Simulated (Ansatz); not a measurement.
# Hg (diamond type): a single-point run

Aim: a sound single-point run of Hg (diamond type). The structure is shown as the input types it.

Method: DFT, PBEsol, all-electron PAW with datasets made for the crystal, scalar-relativistic, in Ansatz 0.2.0.

1 further run of the same task is left out (it didn't finish). Runs told in other sessions of the task aren't counted.

### 1 The structure to begin with

The structure is cubic, space group Fd-3m (No. 227). The conventional cell has a = 4.877 Å, b = 4.877 Å, c = 4.877 Å, α = 90.00°, β = 90.00°, γ = 90.00°. Around Hg (site symmetry -43m) lie 4 Hg at 2.11 Å.

Structure file:

```cif
data_structure
_symmetry_space_group_name_H-M 'Fd-3m:1'
_symmetry_Int_Tables_number 227
_cell_length_a 4.8771
_cell_length_b 4.8771
_cell_length_c 4.8771
_cell_angle_alpha 90.000
_cell_angle_beta 90.000
_cell_angle_gamma 90.000
_cell_volume 116.00
loop_
_atom_site_label
_atom_site_type_symbol
_atom_site_symmetry_multiplicity
_atom_site_Wyckoff_symbol
_atom_site_fract_x
_atom_site_fract_y
_atom_site_fract_z
_atom_site_occupancy
Hg1 Hg 8 b 0.00000 0.50000 0.00000 1
```

### 2 Running it

File input.yaml:

```yaml
crystal:
  lattice:
    - [0.0, 2.4385322897, 2.4385322897]
    - [2.4385322897, 0.0, 2.4385322897]
    - [2.4385322897, 2.4385322897, 0.0]
  atoms:
    - { symbol: Hg, position: [-0.125, -0.125, -0.125] }
    - { symbol: Hg, position: [0.125, 0.125, 0.125] }
kpoints:
  mp_grid: { grid: [12, 12, 12] }
scf:
  occupations: { method: fixed }
  max_iter: 75
hamiltonian:
  xc: pbesol
  pseudopotentials: { kind: all_electron, datasets: crystal }
output:
  forces: true
  stress: true
  eigenvalues: true
```

On the command line:

```bash
ansatz run input.yaml --threads 1 --pin off --max-ram 2048MiB --backend cpu --events-out ev --progress --plain --runs-dir out
```

What happens when this is run?

The run converged and reported no error, with warnings (band overlap at count, crystal datasets made, metallic iterate). It gives a pressure of 303 GPa, which is large; a structure far from rest gives such values too, whatever the setting.

In the input, scf.occupations.method is fixed; scf.occupations.width is missing. What could go wrong: fixed occupations where they can't hold. It still converged here, which does not make the setting sound.

The test: set scf.occupations.method to fermi_dirac and scf.occupations.width to 0.05.
